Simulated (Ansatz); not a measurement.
Molecular dynamics of TiO₂

Input:

```yaml
crystal:
  lattice:
    - [-4.558243, 4.558243, 1.977572]
    - [4.558243, -4.558243, 1.977572]
    - [4.558243, 4.558243, -1.977572]
  atoms:
    - { symbol: Ti, position: [0.22529479, -0.06117242, 0.23260367] }
    - { symbol: Ti, position: [0.01485397, 0.75880513, 0.67464046] }
    - { symbol: Ti, position: [0.97875219, 0.24204701, 0.31851954] }
    - { symbol: Ti, position: [0.71237816, 1.02115609, 0.73908218] }
    - { symbol: O, position: [0.52070059, 0.23055585, 0.66627128] }
    - { symbol: O, position: [0.18209073, 0.90629562, -0.03367006] }
    - { symbol: O, position: [0.13485038, 0.48432707, 0.64991274] }
    - { symbol: O, position: [0.02131469, 0.01699744, 0.2815159] }
    - { symbol: O, position: [0.85601112, 0.89839756, 0.71947597] }
    - { symbol: O, position: [0.9364938, 0.57815163, 0.35272107] }
    - { symbol: O, position: [0.8876881, 0.25320582, 1.01648582] }
    - { symbol: O, position: [0.60337744, 0.90373391, 0.3997641] }
basis:
  ecutwfc: 420.0
kpoints:
  mp_grid: { grid: [3, 3, 2] }
hamiltonian:
  xc: pbe
  pseudopotentials: { kind: paw, azcp: { folder: soft_1 } }
scf:
  occupations: { method: fermi_dirac, width: 0.24 }
  lower_state_search: "off"
md:
  timestep: 1.5
  n_steps: 140
  ensemble: nvt_langevin
  temperature: 2240.0
  initial_velocities: maxwell_boltzmann
  seed: 582558
  friction: 0.02
  temperature_schedule:
    - { n_steps: 105, end_temperature: 300.0 }
    - { n_steps: 35, end_temperature: 300.0 }
```

Run as:

```bash
$ ansatz run input.yaml --threads 1 --pin off --max-ram 3072MiB --backend cpu --events-out ev --progress --plain --runs-dir out
```

It goes on from the last frame of an earlier run, with new velocities.

Output, in part (step lines):

```
md step     0: t =     0.00 fs  T =  2053.3 K (target 2240.0 K)  F+E_penalty+E_count = -14550.83845020 eV  E_kin = 3.184966 eV  (18 SCF iters)
md step     1: t =     1.50 fs  T =  2160.0 K (target 2230.8 K)  F+E_penalty+E_count = -14550.61868793 eV  E_kin = 3.350438 eV  (12 SCF iters)
md step     2: t =     3.00 fs  T =  1780.6 K (target 2212.3 K)  F+E_penalty+E_count = -14550.38635602 eV  E_kin = 2.761904 eV  (12 SCF iters)
md step     3: t =     4.50 fs  T =  1841.7 K (target 2193.8 K)  F+E_penalty+E_count = -14550.19116749 eV  E_kin = 2.856703 eV  (12 SCF iters)
md step     4: t =     6.00 fs  T =  1844.8 K (target 2175.3 K)  F+E_penalty+E_count = -14550.08142469 eV  E_kin = 2.861573 eV  (12 SCF iters)
md step     5: t =     7.50 fs  T =  1980.1 K (target 2156.9 K)  F+E_penalty+E_count = -14550.09600306 eV  E_kin = 3.071297 eV  (10 SCF iters)
md step     6: t =     9.00 fs  T =  2354.8 K (target 2138.4 K)  F+E_penalty+E_count = -14550.22359970 eV  E_kin = 3.652504 eV  (10 SCF iters)
md step     7: t =    10.50 fs  T =  2412.9 K (target 2119.9 K)  F+E_penalty+E_count = -14550.42263853 eV  E_kin = 3.742755 eV  (9 SCF iters)
[... lines left out ...]
md step   139: t =   208.50 fs  T =   505.0 K (target 300.0 K)  F+E_penalty+E_count = -14552.92642706 eV  E_kin = 0.783352 eV  (8 SCF iters)
md step   140: t =   210.00 fs  T =   559.7 K (target 300.0 K)  F+E_penalty+E_count = -14552.99981342 eV  E_kin = 0.868151 eV  (11 SCF iters)
```

The steps, from the saved trajectory:

```
time (fs)  T (K)  potential energy less start (eV)
        0   2053                             0.000
        6   1845                             0.757
       12   2411                             0.208
       18   2365                             0.262
       24   2278                             0.763
       30   3280                            -0.147
       36   2835                             0.149
       42   2579                             0.669
       48   2176                             1.287
       54   1730                             1.435
       60   2194                             0.649
       66   2592                             0.230
       72   2428                             1.101
       78   2498                             0.316
       84   2171                            -0.420
       90   1972                            -0.001
       96   1426                             0.457
      102   1307                             0.350
      108   1867                            -0.411
      114   1830                            -0.708
      120   1486                            -0.206
      126   1451                            -0.357
      132   1325                            -0.401
      138    857                            -0.050
      144    934                            -0.416
      150   1138                            -1.016
      156    909                            -0.975
      162    773                            -0.969
      168   1028                            -1.696
      174    988                            -1.972
      180    782                            -1.832
      186    641                            -1.787
      192    611                            -1.830
      198    529                            -1.855
      204    512                            -1.917
      210    560                            -2.161
```

The run went to its last step. The schedule's set-point averaged 464 K over the second half and the system 1026 K, so it lags behind the ramp. A run of 0.21 ps of so small a system gives no equilibrium averages. Limits of this set-up: coarse k mesh.

Mean squared displacements from the first frame to the last, about the centre of mass: Ti 0.24 Å², O 0.22 Å².

Last frame:

```xyz
12
Lattice="-4.5582 4.5582 1.9776 4.5582 -4.5582 1.9776 4.5582 4.5582 -1.9776" Properties=species:S:1:pos:R:3
Ti 0.413 2.603 0.066
Ti 6.811 0.160 0.203
Ti -1.823 4.298 2.023
Ti 4.613 1.868 2.095
O 1.598 4.426 0.037
O 3.424 -3.129 2.211
O 4.792 1.407 0.212
O 1.795 1.410 0.231
O 3.316 3.146 2.199
O 0.168 2.990 2.104
O 1.631 7.545 0.070
O 3.175 -0.217 2.101
```

The run took 25 min on 1 thread of Arm Neoverse V1, with other jobs on the host, peak memory 0.47 GiB.
